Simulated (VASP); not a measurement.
# Si (Fd-3m) in VASP: further runs, part 2 of 2

VASP 6.6.1. Earlier steps stand in the parts before.

## (3) Single point, PBE (grid = ENCUT=300 dk=0.45 cell=2x2x2 ISMEAR=0 SIGMA=0.05 LREAL=Auto EDIFF=1e-06)

The input, INCAR:

```
SYSTEM = Si
ALGO = Fast
EDIFF = 1E-6
ENCUT = 300
GGA = PE
ISIF = 2
ISMEAR = 0
LASPH = .True.
LCHARG = .False.
LREAL = Auto
LWAVE = .False.
NBANDS = 40
NELM = 120
PREC = Accurate
SIGMA = 0.05
```

The input, KPOINTS:

```
k-points
0
Gamma
  3 3 3
  0 0 0
```

The input, POSCAR:

```
Si
1.0
    0.0000000000      5.4437023730      5.4437023730
    5.4437023730      0.0000000000      5.4437023730
    5.4437023730      5.4437023730      0.0000000000
Si
16
Direct
    0.2500000000      0.2500000000      0.2500000000
    0.2500000000      0.2500000000      0.7500000000
    0.2500000000      0.7500000000      0.2500000000
    0.2500000000      0.7500000000      0.7500000000
    0.7500000000      0.2500000000      0.2500000000
    0.7500000000      0.2500000000      0.7500000000
    0.7500000000      0.7500000000      0.2500000000
    0.7500000000      0.7500000000      0.7500000000
    0.3750000000      0.3750000000      0.3750000000
    0.3750000000      0.3750000000      0.8750000000
    0.3750000000      0.8750000000      0.3750000000
    0.3750000000      0.8750000000      0.8750000000
    0.8750000000      0.3750000000      0.3750000000
    0.8750000000      0.3750000000      0.8750000000
    0.8750000000      0.8750000000      0.3750000000
    0.8750000000      0.8750000000      0.8750000000
```

Potentials or basis: VASP PAW PBE potentials, release 64 (Si).

Run with:

```sh
$ cat potpaw_PBE.64/Si/POTCAR > POTCAR
$ mpirun -np 1 vasp_std > vasp.out
```

OUTCAR:

```text
SYSTEM = Si
   EDIFF = 1E-6
   ENCUT = 300
   GGA = PE
   ISIF = 2
   ISMEAR = 0
   LASPH = .True.
   LREAL = Auto
   NELM = 120
   PREC = Accurate

 Found      4 irreducible k-points:

 Following reciprocal coordinates:
            Coordinates               Weight
  0.000000  0.000000  0.000000      1.000000
  0.333333  0.000000  0.000000      8.000000
  0.333333  0.333333  0.000000      6.000000
 -0.333333  0.333333  0.000000     12.000000
   k-points           NKPTS =      4   k-points in BZ     NKDIM =      4   number of bands    NBANDS=     40
   number of dos      NEDOS =    301   number of ions     NIONS =     16
   total plane-waves  NPLWV = 110592
   dimension x,y,z NGX =    48 NGY =   48 NGZ =   48
   dimension x,y,z NGXF=    96 NGYF=   96 NGZF=   96
   ions per type =              16
   NGX,Y,Z   is equivalent  to a cutoff of  10.37, 10.37, 10.37 a.u.
   NGXF,Y,Z  is equivalent  to a cutoff of  20.73, 20.73, 20.73 a.u.
 SYSTEM =  Si
   PREC   = accura    normal or accurate (medium, high low for compatibility)
   ISTART =      0    job   : 0-new  1-cont  2-samecut
   ICHARG =      2    charge: 1-file 2-atom 10-const
   ISPIN  =      1    spin polarized calculation?
   LNONCOLLINEAR =      F non collinear calculations
[... 64 lines left out ...]
      1      -6.1486      2.00000
      2      -3.8344      2.00000
      3      -3.8344      2.00000
      4      -3.8344      2.00000
      5      -3.8344      2.00000
      6      -2.0292      2.00000
[... 161 lines left out ...]
     39       9.1353      0.00000
     40       9.1863      0.00000

------------------------ aborting loop because EDIFF is reached ----------------------------------------

  FORCE on cell =-STRESS in cart. coord.  units (eV):
  Direction    XX          YY          ZZ          XY          YZ          ZX
  --------------------------------------------------------------------------------------
  -------------------------------------------------------------------------------------
  Total        2.4324208      2.4324208      2.4324208     -0.0000000      0.0000000     -0.0000000
  in kB       12.0791443     12.0791443     12.0791443     -0.0000000      0.0000000     -0.0000000
  external PRESSURE =      12.0791443 kB  Pullay stress =       0.0000000 kB

 VOLUME and BASIS-vectors are now :
 -----------------------------------------------------------------------------
  energy-cutoff  :      300.00
  volume of cell :      322.64
      direct lattice vectors                 reciprocal lattice vectors
     0.000000000  5.443702373  5.443702373    -0.091849254  0.091849254  0.091849254
     5.443702373  0.000000000  5.443702373     0.091849254 -0.091849254  0.091849254
     5.443702373  5.443702373  0.000000000     0.091849254  0.091849254 -0.091849254

 POSITION                                       TOTAL-FORCE (eV/Angst)
 -----------------------------------------------------------------------------------
      2.72185      2.72185      2.72185        -0.000000     -0.000000      0.000000
      5.44370      5.44370      2.72185         0.000000     -0.000000      0.000000
      5.44370      2.72185      5.44370        -0.000000     -0.000000      0.000000
      8.16555      5.44370      5.44370         0.000000     -0.000000      0.000000
      2.72185      5.44370      5.44370         0.000000     -0.000000      0.000000
      5.44370      8.16555      5.44370         0.000000     -0.000000      0.000000
[... 8 lines left out ...]
      6.80463      6.80463      9.52648         0.000000      0.000000     -0.000000
      9.52648      9.52648      9.52648         0.000000      0.000000     -0.000000
 -----------------------------------------------------------------------------------
    total drift:                               -0.000000     -0.000000     -0.000000

  FREE ENERGIE OF THE ION-ELECTRON SYSTEM (eV)
  ---------------------------------------------------
  free  energy   TOTEN  =       -86.5483805866 eV

  energy  without entropy=      -86.5483805866  energy(sigma->0) =      -86.54838059
```

OSZICAR:

```text
N       E                     dE             d eps       ncg     rms          rms(c)
DAV:   1     0.111329812722E+03    0.11133E+03   -0.17679E+04   320   0.852E+02
DAV:   2    -0.771069259969E+02   -0.18844E+03   -0.17981E+03   400   0.152E+02
DAV:   3    -0.876901983519E+02   -0.10583E+02   -0.10411E+02   408   0.348E+01
DAV:   4    -0.879780619893E+02   -0.28786E+00   -0.28689E+00   408   0.675E+00
DAV:   5    -0.879847254991E+02   -0.66635E-02   -0.66598E-02   392   0.951E-01    0.141E+01
RMM:   6    -0.869872437874E+02    0.99748E+00   -0.52381E-01   324   0.232E+00    0.857E+00
RMM:   7    -0.865270678926E+02    0.46018E+00   -0.13979E+00   347   0.392E+00    0.479E-01
RMM:   8    -0.865437366936E+02   -0.16669E-01   -0.13306E-01   352   0.139E+00    0.246E-01
RMM:   9    -0.865474730175E+02   -0.37363E-02   -0.31446E-02   363   0.639E-01    0.247E-01
RMM:  10    -0.865480617230E+02   -0.58871E-03   -0.53448E-03   372   0.303E-01    0.177E-01
RMM:  11    -0.865483236065E+02   -0.26188E-03   -0.24405E-03   351   0.205E-01    0.137E-01
RMM:  12    -0.865483647224E+02   -0.41116E-04   -0.42151E-04   370   0.983E-02    0.706E-02
RMM:  13    -0.865483786509E+02   -0.13929E-04   -0.13442E-04   398   0.459E-02    0.870E-02
RMM:  14    -0.865483820617E+02   -0.34109E-05   -0.24360E-05   344   0.210E-02    0.920E-02
RMM:  15    -0.865483805919E+02    0.14699E-05   -0.80488E-06   319   0.122E-02    0.781E-02
RMM:  16    -0.865483805866E+02    0.52796E-08   -0.20377E-06   230   0.626E-03
   1 F= -.86548381E+02 E0= -.86548381E+02  d E =-.125328E-13
```

stdout:

```text
POSCAR found type information on POSCAR Si
 POSCAR found :  1 types and      16 ions
 scaLAPACK will be used
 LDA part: xc-table for (Slater+PW92), standard interpolation
 POSCAR, INCAR and KPOINTS ok, starting setup
 FFT: planning ... GRIDC
 FFT: planning ... GRID_SOFT
 FFT: planning ... GRID
 WAVECAR not read
 entering main loop
```

Wall time 49 s (1 thread of Intel Xeon Platinum 8488C (Sapphire Rapids), shared host); peak memory 0.3 GiB.

The run converged, but some of its settings lie outside the range that counts as converged, so its numbers aren't taken as properties of the crystal.

Results:

```yaml
Free_energy: -86.5484 eV
Pressure: 1.2 GPa
Band_gap_on_the_k_mesh: 0.73 eV
```

Caveat: the cutoff is under 1.25 times the usual one of these potentials, so pressure, stress and relaxed cells hold a basis-set (Pulay) error; an odd mesh through Γ misses points on the zone boundary, where band edges often lie.

## (4) Single point, PBE (grid = ENCUT=350 dk=0.45 cell=2x2x2 ISMEAR=0 SIGMA=0.05 LREAL=Auto EDIFF=1e-06)

INCAR: that of step 3 with these lines changed.

```diff
@@ -3,3 +3,3 @@
 EDIFF = 1E-6
-ENCUT = 300
+ENCUT = 350
 GGA = PE
```

KPOINTS is that of step 3.

POSCAR is that of step 3.

Run with:

```sh
$ cat potpaw_PBE.64/Si/POTCAR > POTCAR
$ mpirun -np 1 vasp_std > vasp.out
```

It took 60 s on 1 thread of Intel Xeon Platinum 8488C (Sapphire Rapids), shared host; peak memory 0.3 GiB.

The run converged, but some of its settings lie outside the range that counts as converged, so its numbers aren't taken as properties of the crystal.

Results:

* Free energy: -86.5808 eV
* Pressure: 1.3 GPa
* Band gap on the k mesh: 0.72 eV

Caveat: an odd mesh through Γ misses points on the zone boundary, where band edges often lie.

## (5) Single point, PBE (grid = ENCUT=400 dk=0.45 cell=2x2x2 ISMEAR=0 SIGMA=0.05 LREAL=Auto EDIFF=1e-06)

INCAR: that of step 4 with these lines changed.

```diff
@@ -3,3 +3,3 @@
 EDIFF = 1E-6
-ENCUT = 350
+ENCUT = 400
 GGA = PE
```

KPOINTS is that of step 4.

POSCAR is that of step 4.

Run with:

```sh
$ cat potpaw_PBE.64/Si/POTCAR > POTCAR
$ mpirun -np 1 vasp_std > vasp.out
```

Run time: 84 s. Hardware: 1 thread of Intel Xeon Platinum 8488C (Sapphire Rapids), shared host; peak memory 0.33 GiB.

The run converged, but some of its settings lie outside the range that counts as converged, so its numbers aren't taken as properties of the crystal.

Results:

| Property | Result |
| --- | --- |
| Free energy | -86.5974 eV |
| Pressure | 1.3 GPa |
| Band gap on the k mesh | 0.72 eV |

Caveat: an odd mesh through Γ misses points on the zone boundary, where band edges often lie.
